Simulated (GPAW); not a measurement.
Set up this calculation in GPAW 26.7.0, as an ASE script.

| Quantity | Value |
| --- | --- |
| Task | band structure |
| Functional | LDA |
| Potentials or basis | PAW data sets generated in the run's folder for this functional |
| Cutoff | 800 eV |
| Basis | pw |
| k mesh | 9 × 9 × 9 |
| Occupations | fermi-dirac, width 0.05 eV |
| Spin | collinear spin, ferromagnetic start |
| Starting moments | [3.0, 0.0] μB |
| Maxiter | 150 |
| Band path | GXWKGLUWLK,UX |
| Band points | 100 |

The structure of FeO (Wuestite) lies in POSCAR:

```
FeO
1.0
    0.0000000000      2.1554000000      2.1554000000
    2.1554000000      0.0000000000      2.1554000000
    2.1554000000      2.1554000000      0.0000000000
Fe O
1 1
Direct
    0.0000000000      0.0000000000      0.0000000000
    0.5000000000      0.5000000000      0.5000000000
```

These files were run (other wordings do the same):

run.py

```python
from ase.dft.bandgap import bandgap
from ase.io import read, write
from ase.units import GPa
from gpaw import GPAW, PW, setup_paths

setup_paths.insert(0, '.')

atoms = read('POSCAR')
atoms.set_initial_magnetic_moments([3.0, 0.0])

calc = GPAW(mode=PW(800),
            xc='LDA',
            kpts={'size': (9, 9, 9), 'gamma': True},
            occupations={'name': 'fermi-dirac', 'width': 0.05},
            nbands=17,
            convergence={'density': 1e-05, 'energy': 1e-05},
            maxiter=150,
            txt='gpaw.txt')
atoms.calc = calc
energy = atoms.get_potential_energy()
forces = atoms.get_forces()
stress = atoms.get_stress()
calc.write('gs.gpw')
write('result.traj', atoms)
print(f'Energy: {energy:.6f} eV')
print('Forces (eV/A):')
print(forces.round(4))
print('Stress (GPa):', (stress / GPa).round(3))
print('Moments:', calc.get_magnetic_moments().round(3))
print('Fermi level:', round(calc.get_fermi_level(), 4), 'eV')
print(f'Gap: {bandgap(calc)[0]:.4f} eV, direct: {bandgap(calc, direct=True)[0]:.4f} eV')

path = atoms.cell.bandpath('GXWKGLUWLK,UX', npoints=100, eps=1e-4)
bs_calc = calc.fixed_density(kpts=path, symmetry='off', nbands=26,
                             convergence={'bands': 'CBM+6.0', 'eigenstates': 1e-6}, txt='bands.txt')
bs = bs_calc.band_structure()
bs.write('bs.json')
print(f'Gap on the path: {bandgap(bs_calc)[0]:.4f} eV')
```

Potentials or basis: PAW data sets generated in the run's folder for this functional, pw.

Run with:

```bash
$ gpaw-setup -f LDA Fe O
$ OMP_NUM_THREADS=1 python run.py
```

It gave:

```
Pressure                : -15.4 GPa
Band gap along the path : none (metal or under the smearing width)
Net moment              : 4.00 μB per cell
Site moments            : Fe +3.51; O +0.25 μB
```

Caveat: so large a pressure means that the cell lies far from this level's equilibrium, or that cutoff or potentials fall short; a cell with one magnetic atom can't hold antiferromagnetic order, which such compounds often take; semilocal functionals often make such compounds metallic where correlation or magnetic order opens a gap, which also shifts bond lengths.

Run time: 68 s on 1 thread of Arm Neoverse V1, with other jobs on the host, peak memory 0.29 GiB.
